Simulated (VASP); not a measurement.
Here is a VASP 6.6.1 calculation.

File INCAR:

```
PREC = Accurate ; ENCUT = 520
EDIFF = 1E-7 ; ISMEAR = 0
SIGMA = 0.02 ; LREAL = False
LASPH = True ; NELM = 100
ALGO = Normal ; ISIF = 2
LWAVE = False ; LCHARG = False
KPAR = 2
```

Contents of KPOINTS:

```
Automatic mesh
0
Gamma
  8 8 8
```

POSCAR

```
Bi2Te3
1.0
    2.1930000000      1.2661291403     10.1656666667
   -2.1930000000      1.2661291403     10.1656666667
    0.0000000000     -2.5322582807     10.1656666667
Bi Te
2 3
Direct
    0.6000000000      0.6000000000      0.6000000000
    0.4000000000      0.4000000000      0.4000000000
    0.7905000000      0.7905000000      0.7905000000
    0.2095000000      0.2095000000      0.2095000000
    0.0000000000      0.0000000000      0.0000000000
```

The input KPOINTS_OPT:

```
path GLB1,BZGX,QFP1Z,LP
10
line-mode
reciprocal
 0.0000000000  0.0000000000  0.0000000000  G
 0.5000000000  0.0000000000  0.0000000000  L

 0.5000000000  0.0000000000  0.0000000000  L
 0.5000000000  0.1770083925 -0.1770083925  B1

 0.8229916075  0.5000000000  0.1770083925  B
 0.5000000000  0.5000000000  0.5000000000  Z

 0.5000000000  0.5000000000  0.5000000000  Z
 0.0000000000  0.0000000000  0.0000000000  G

 0.0000000000  0.0000000000  0.0000000000  G
 0.3385041962  0.0000000000 -0.3385041962  X

 0.6614958038  0.3385041962  0.0000000000  Q
 0.5000000000  0.5000000000  0.0000000000  F

 0.5000000000  0.5000000000  0.0000000000  F
 0.6614958038  0.6614958038  0.1770083925  P1

 0.6614958038  0.6614958038  0.1770083925  P1
 0.5000000000  0.5000000000  0.5000000000  Z

 0.5000000000  0.0000000000  0.0000000000  L
 0.8229916075  0.3385041962  0.3385041962  P
```

Potentials or basis: VASP PAW LDA potentials, release 64 (Bi_d, Te).

Launch:

```bash
$ cat potpaw_LDA.64/Bi_d/POTCAR potpaw_LDA.64/Te/POTCAR > POTCAR
$ mpirun -np 2 vasp_std > vasp.out
```

(1) Estimate the largest force.

(2) Estimate the band gap on the k mesh.

(3) Estimate the pressure.

## Answers

(1) 0.160 eV/Å.

(2) 0.19 eV, direct.

(3) -1.7 GPa.

Caveat: spin-orbit coupling is left out, which as a rule narrows the gap of such compounds by several tenths of an eV.

**The experiment to reproduce.**

“Vacancy and Antisite-Induced Ferromagnetism in Liquid-Phase Exfoliated Bi2Te3”, 2024, arxiv:2412.10539 quotes, for a bulk crystal of Bi2Te3: band gap 0.17 eV.

Against the measured gap of Bi2Te3, 0.17 eV (quoted in “Vacancy and Antisite-Induced Ferromagnetism in Liquid-Phase Exfoliated Bi2Te3”, 2024, arxiv:2412.10539), the calculated 0.19 eV is off by +0.02 eV. Spin-orbit coupling on Bi, Te is left out. The value is that of LDA, without temperature or zero-point motion.
